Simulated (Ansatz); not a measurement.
## S, rhombohedral S6: geometry optimisation

The calculation used Ansatz, DFT, PBE, plane waves (420 eV) with PAW, scalar-relativistic.

k-point mesh 5×5×5, Fermi-Dirac smearing 0.05 eV, no spin polarisation. Cell and atoms relax.

Starting structure:

```
CELL_PARAMETERS angstrom
5.38300 3.10788 1.40833
-5.38300 3.10788 1.40833
0.00000 -6.21575 1.40833
ATOMIC_POSITIONS crystal
S 0.58450 0.35100 0.24650
S 0.24650 0.58450 0.35100
S 0.35100 0.24650 0.58450
S 0.41550 0.64900 0.75350
S 0.75350 0.41550 0.64900
S 0.64900 0.75350 0.41550
```

Task: What cell does the relaxation end in?

Result: R-3 with a = 11.009 Å, c = 5.691 Å (c/a = 0.517); 33.19 Å³ per atom against 23.56 at the start (40.9 %).

Task: How much energy does the relaxation gain?

Result: 30.4 meV per atom.

This functional, with no dispersion term, lets the cell expand far past the measured one.
